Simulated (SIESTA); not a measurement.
Write the native input for SIESTA 5.4.2 that does the following.

* Task: single point
* Functional: PBE
* Potentials or basis: PseudoDojo 0.4 standard (PBE files)
* Basis: DZP (energy shift 0.003 Ry; two zetas on semicore shells)
* Grid cutoff: 800 Ry
* Energy shift: 0.003 Ry
* k mesh: 11 × 11 × 6
* Occupations: fermi-dirac, width 0.05 eV
* Spin: no spin polarisation

The system is Re.

```
Re
1.0
     2.76080    0.00000    0.00000
    -1.38040    2.39092    0.00000
     0.00000    0.00000    4.45820
Re
2
Direct
  0.66667 0.33333 0.75000
  0.33333 0.66667 0.25000
```

One way to write it, as run:

Re.fdf

```
SystemName                      Rhenium
SystemLabel                     Re
NumberOfSpecies                 1
NumberOfAtoms                   2
%block ChemicalSpeciesLabel
  1  75 Re
%endblock ChemicalSpeciesLabel

LatticeConstant                 1.0 Ang
%block LatticeVectors
     2.7608000000     0.0000000000     0.0000000000
    -1.3804000000     2.3909229348     0.0000000000
     0.0000000000     0.0000000000     4.4582000000
%endblock LatticeVectors
AtomicCoordinatesFormat         Fractional
%block AtomicCoordinatesAndAtomicSpecies
     0.6666666667     0.3333333333     0.7500000000  1  Re
     0.3333333333     0.6666666667     0.2500000000  1  Re
%endblock AtomicCoordinatesAndAtomicSpecies

%block kgrid.MonkhorstPack
   11   0   0  0.0
    0  11   0  0.0
    0   0   6  0.0
%endblock kgrid.MonkhorstPack
XC.Functional                   GGA
XC.Authors                      PBE
PAO.BasisSize                   DZP
PAO.EnergyShift                 0.003 Ry
Mesh.Cutoff                     800 Ry
OccupationFunction              FD
ElectronicTemperature           0.05 eV
MaxSCFIterations                120
SCF.MustConverge                false
SCF.Mixer.Method                Pulay
SCF.Mixer.Weight                0.25
SCF.Mixer.History               8
SCF.DM.Tolerance                5.0e-05
SCF.H.Tolerance                 1.0e-03 eV
WriteForces                     true
Charge.Mulliken                 end
Charge.Hirshfeld                end
Charge.Voronoi                  end
SaveRho                         true
SaveElectrostaticPotential      true
%block PAO.Basis
  Re 5
  n=5 0 2
    2.955 0.000
  n=6 0 2
    7.297 0.000
  n=5 1 2
    3.532 0.000
  n=6 1 1
    7.297
  n=5 2 2
    6.242 0.000
%endblock PAO.Basis
```

Potentials or basis: PseudoDojo 0.4 standard (PBE files), DZP (energy shift 0.003 Ry; two zetas on semicore shells).

Command:

```sh
$ siesta < Re.fdf > Re.out 2>&1
```

Results of the run:

```
Pressure               : 9.3 GPa
Band gap on the k mesh : none (metal or under the smearing width)
```

Caveat: short orbitals over semicore shells can move pressures by several GPa; the basis of atomic orbitals isn't converged, which shifts pressures, moduli and gaps.

It took 49 s on 1 thread of Intel(R) Xeon(R) 6975P-C (Granite Rapids), with other jobs on the host, peak memory 0.34 GiB.
